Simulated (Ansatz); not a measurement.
What does this script print? It uses Ansatz 0.2.0, Python API.

`bn.py`:
```python
'''Two stages for BN: converge the density, then read it back for bands.'''

import argparse

import ansatz as az


def main() -> None:
    lattice = az.Lattice.of(
        (4.42422, 0.0, 0.0),
        (0.0, 4.42422, 0.0),
        (0.0, 0.0, 2.55036),
    )
    sites = [
        ('B', (0.17428, 0.82572, 0.5)),
        ('B', (0.32572, 0.32572, 0.0)),
        ('B', (0.67428, 0.67428, 0.0)),
        ('B', (0.82572, 0.17428, 0.5)),
        ('N', (0.8126, 0.8126, 0.5)),
        ('N', (0.3126, 0.6874, 0.0)),
        ('N', (0.6874, 0.3126, 0.0)),
        ('N', (0.1874, 0.1874, 0.5)),
    ]
    xtal = az.Crystal(lattice=lattice)
    for symbol, position in sites:
        xtal = xtal.atom(symbol, position)

    parser = argparse.ArgumentParser()
    parser.add_argument('stage', choices=['scf', 'bands'])
    stage = parser.parse_args().stage
    job = (
        xtal.calculation()
        .kpoints(spacing=0.4)
        .functional('lda')
        .occupations('fixed')
    )
    if stage == 'scf':
        rep = job.checkpoint(write='ground.run').run(threads=1).report
        print(f'F = {rep["free_energy_ev"]:.5f} eV after {rep["n_iterations"]} iterations, saved')
    else:
        points = {'G': (0.0, 0.0, 0.0), 'X': (0.0, 0.5, 0.0), 'M': (0.5, 0.5, 0.0), 'Z': (0.0, 0.0, 0.5), 'R': (0.0, 0.5, 0.5), 'A': (0.5, 0.5, 0.5)}
        done = job.checkpoint(read='ground.run', post_process_only=True).band_structure(list(points.values()), intervals=1).run(threads=1)
        bands = done.band_structure()
        for label, levels in zip(points, bands.channels[0].eigenvalues_ev - bands.fermi_energy_ev):
            print(f'{label:3s}', ' '.join(f'{e:7.3f}' for e in levels if abs(e) < 6))


if __name__ == '__main__':
    main()
```

```console
$ python bn.py scf
DeckWarning: basis.ecutwfc = 420 eV, auto-derived from the records' recommended cutoffs: set by B (normal level)
F = -2104.84007 eV after 6 iterations, saved
```
(Warnings from the package without file and line.)

```console
$ python bn.py bands
DeckWarning: basis.ecutwfc = 420 eV, auto-derived from the records' recommended cutoffs: set by B (normal level)
G    -5.579  -4.855  -2.277  -2.277  -0.414  -0.215   0.000   0.000
X    -5.687  -5.687  -3.784  -3.784  -3.349  -3.349  -1.412  -1.412  -1.252  -1.252
M    -5.556  -5.556  -4.430  -4.430  -3.060  -3.060  -2.638  -2.638  -2.446  -2.446
Z    -4.937  -4.937  -4.179  -4.179  -3.344  -3.344
R    -4.547  -4.547  -3.567  -3.567  -2.190  -2.190
A    -5.266  -5.266  -3.508  -3.508  -2.955  -2.955  -2.480  -2.480
```
(Warnings from the package without file and line.)

Reading the output:
- Absolute energies stand on the zero of these potentials, so only differences at equal settings mean something. A total without «per atom» is that of the cell as typed.
- The structure comes from a database of computed cells and needn't be a stable or known phase.
- Levels are Kohn-Sham eigenvalues on this mesh.
- Hardware and time: 3.7 s on 1 thread of Arm Neoverse V1, with other jobs on the host, peak memory 0.34 GiB.
